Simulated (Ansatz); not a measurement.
# CoPt with two functionals

The reference is CoPt (space group P4/mmm, No. 123; a = 2.6948 Å, c = 3.7242 Å; ferromagnetic).

(Cell as relaxed with PBE.)

Levels (all Ansatz, a quantum-chemistry and plane-wave program, PAW): PBE (420 eV, without spin-orbit coupling); r2SCAN (500 eV, scalar-relativistic without spin-orbit coupling).

Each level relaxes its own structure.

| quantity | PBE | r2SCAN |
|---|---|---|
| volume per atom | 13.52 Å³ | ? |
| lattice parameter a | 2.695 Å | ? |
| lattice parameter c | 3.724 Å | ? |
| band gap | zero | ? |
| magnetic state | ferromagnetic | ? |
| largest site moment | 1.94 μB | ? |

Task: Given the PBE results, estimate those of r2SCAN.

Result: 
- volume per atom, r2SCAN: 13.35 Å³
- lattice parameter a, r2SCAN: 2.676 Å
- lattice parameter c, r2SCAN: 3.728 Å
- band gap, r2SCAN: zero
- magnetic state, r2SCAN: ferromagnetic
- largest site moment, r2SCAN: 2.20 μB

PBE's volume per atom lies 0.17 Å³ above r2SCAN's (1.3 %); PBE's lattice parameter a lies 0.0185 Å above r2SCAN's (0.7 %); PBE's lattice parameter c lies 0.0033 Å below r2SCAN's (0.1 %); PBE's largest site moment lies 0.26 μB below r2SCAN's; the two agree on the band gap and magnetic state. Neither level is exact; r2SCAN is the comparison here, not a measurement.

The magnetic state is the one reached from the starting moments; the real material's order can differ, and small cells can't hold many antiferromagnetic ones. Stability against distortions was not tested.
